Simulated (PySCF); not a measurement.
Species: 1-propanamine, C3H9N.
Atom-mapped SMILES: `[CH3:1][CH2:2][CH2:3][NH2:4]`

Geometry (PBE0-D3(BJ)/def2-SVP, Å), atoms numbered from 1 in this order:
```
atom  x, y, z in Å
C1     1.7115    0.2304    0.4534
C2     0.4377    0.2491   -0.3750
C3    -0.7564   -0.3592    0.3429
N4    -1.9301   -0.3675   -0.5070
H5     2.5580    0.6661   -0.0981
H6     1.5946    0.8041    1.3872
H7     1.9916   -0.7986    0.7331
H8     0.5809   -0.2938   -1.3239
H9     0.1937    1.2902   -0.6557
H10   -0.8931    0.1710    1.3127
H11   -0.5148   -1.4040    0.6076
H12   -2.2343    0.5867   -0.6937
H13   -2.7084   -0.8266   -0.0399
```

Method used: PySCF, delta-SCF UKS SCAN, pcX-2 on the ionised atom, pcseg-1 elsewhere, spin-free X2C. Binding energies are ΔSCF values: E(core-ionised, relaxed orbitals) − E(ground state) at a fixed geometry, referred to the vacuum level.

Some binding energies are withheld.

| atom(s) | bonded to | level | binding energy (eV) |
| --- | --- | --- | --- |
| C1 | C and 3 H | C 1s | 290.58 |
| C2 | 2 C and 2 H | C 1s | ? |
| C3 | N, C and 2 H | C 1s | ? |
| N4 | C and 2 H | N 1s | 404.91 |

Question: Fill in C 1s for C2.

Answer: 290.46 eV (chain CH2 carbon). The other listed C 1s value is that of C1; the shift against it is -0.12 eV.

Question: What is the C 1s binding energy of C3?

Answer: 291.26 eV (sp3 carbon bound to nitrogen). The other listed C 1s value is that of C1; the shift against it is +0.68 eV.

The listed C 1s values span 0.80 eV, from C2 (bonded to 2 C and 2 H) to C3 (bonded to N, C and 2 H).

Question: Which photon energy gives electrons from C 1s of C2 a kinetic energy of 50 eV, and what is their de Broglie wavelength?

Answer: hν = 290.46 + 50 = 340.46 eV, recoil neglected; λ = 12.264 Å/√(E/eV) = 1.73 Å.

The structure is a single PBE0-D3(BJ)/def2-SVP conformer in the gas phase; no vibrational or solvent corrections.
